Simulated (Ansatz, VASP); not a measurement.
Two plane-wave programs on HfN

Contents of INCAR:

```
PREC     = Accurate       # precision mode
ENCUT    = 520            # plane-wave cutoff, eV
EDIFF    = 1E-7           # SCF threshold, eV
ISMEAR   = 0              # smearing method
SIGMA    = 0.15           # smearing width, eV
LREAL    = False          # projectors in reciprocal space
LASPH    = True           # aspherical terms in the spheres
NELM     = 80             # most SCF steps
ALGO     = Normal         # electronic algorithm
ISIF     = 2              # what is computed and relaxed
LWAVE    = False          # write WAVECAR
LCHARG   = False          # write CHGCAR
GGA      = PS             # functional
NBANDS   = 14             # bands
```

Contents of KPOINTS:

```
regular mesh
0
Gamma
  16 16 16
```

File POSCAR:

```
HfN
1.0
    0.0000000000      2.4548220000      2.4548220000
    2.4793702200      0.0000000000      2.4548220000
    2.4793702200      2.4548220000      0.0000000000
Hf N
1 1
Direct
    0.0000000000      0.0000000000      0.0000000000
    0.7500000000      0.7500000000      0.7500000000
```

Input for Ansatz:

```yaml
crystal:
  lattice:
    - [0.0, 2.454822, 2.454822]
    - [2.47937022, 0.0, 2.454822]
    - [2.47937022, 2.454822, 0.0]
  atoms:
    - { symbol: Hf, position: [0.0, 0.0, 0.0] }
    - { symbol: "N", position: [0.75, 0.75, 0.75] }
basis:
  ecutwfc: 420
kpoints:
  mp_grid: { grid: [16, 16, 16] }
hamiltonian:
  xc: pbesol
scf:
  occupations: { method: gaussian, width: 0.15 }
output:
  forces: true
  stress: true
  eigenvalues: true
```

Change from the starting cell: strain +0.0100 x Voigt [1, 0, 0, 0, 0, 0], atoms carried along.

Alike in both runs: task single point; functional PBEsol; k mesh 16 × 16 × 16; occupations gaussian, width 0.15 eV; no spin polarisation.

```csv
,VASP,Ansatz
version,VASP 6.6.1,Ansatz 0.2.0
potentials or method,"VASP PAW PBE potentials, release 64 (Hf_pv, N)","scalar-relativistic, plane waves, PAW"
plane-wave cutoff (eV),520,420
valence electrons in the cell,15,31
```

|  | VASP | Ansatz | Ansatz less VASP |
| --- | --- | --- | --- |
| gap on the k mesh at the Fermi level (eV) | none | none | - |
| pressure (GPa) | -7.7 | -6.8 | +0.92 |
| largest component of the traceless stress (GPa) | 1.03 | 1.03 | 0.000 |

A gap of «none» marks a metal or a gap that the smearing closes. With one functional, cell and mesh, what is left measures potentials, basis and numerics. The two sets of potentials don't hold the same shells in valence.

Caveats: the PAW data sets were made with another functional, which shifts forces and pressure a little (VASP). Spin-orbit coupling is left out, which matters for the levels of Hf.
